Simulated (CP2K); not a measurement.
# ZrC under changes of volume

One of the cells (13.228 Å³/atom); the others are scaled copies at fixed shape and fractional positions:

```
Zr C
1.0
     3.34462    0.00000    0.00000
     1.67231    2.89652    0.00000
     1.67231    0.96551    2.73087
Zr C
1 1
Direct
  0.50000 0.50000 0.50000
  0.00000 0.00000 0.00000
```

```yaml
Program: CP2K 2026.2
Functional: PBEsol
Potentials_or_basis: POTENTIAL_UZH Zr GTH-PBE-q12, C GTH-PBE-q4; TZVP-MOLOPT-PBE-GTH basis
Density_cutoff: 6123 eV
k_mesh: 10 × 10 × 10
Occupations: fermi-dirac, width 0.05 eV
Spin: no spin polarisation
```

| volume (Å³/atom) | energy over the lowest point (meV/atom) | pressure (GPa) |
| --- | --- | --- |
| 12.434 | 11.68 | 8.9 |
| 12.699 | 1.59 | 3.5 |
| 12.963 | 0.00 | -1.4 |
| 13.228 | 6.07 | -5.8 |
| 13.493 | 19.06 | -9.8 |
| 13.757 | 38.27 | -13.4 |
| 14.022 | ? | ? |

What does the run at 14.022 Å³/atom give?

Energy over the lowest point 63.08 meV/atom; pressure -16.6 GPa.

Worked out: A Birch-Murnaghan fit of order 3 (a polynomial in V^(-2/3)) to the other rows has its minimum at 12.88 Å³/atom with B0 = V·E''(V) = 233 GPa and B' = 3.9. It gives 63.21 meV/atom at 14.022 Å³/atom, against the run's 63.08, and -dE/dV = -16.7 GPa, against -16.6.

Energies are extrapolated to zero smearing.

Caveats: the potentials were made for another functional, which shifts forces and pressure; the basis of atomic orbitals isn't converged, which shifts pressures, moduli and gaps.
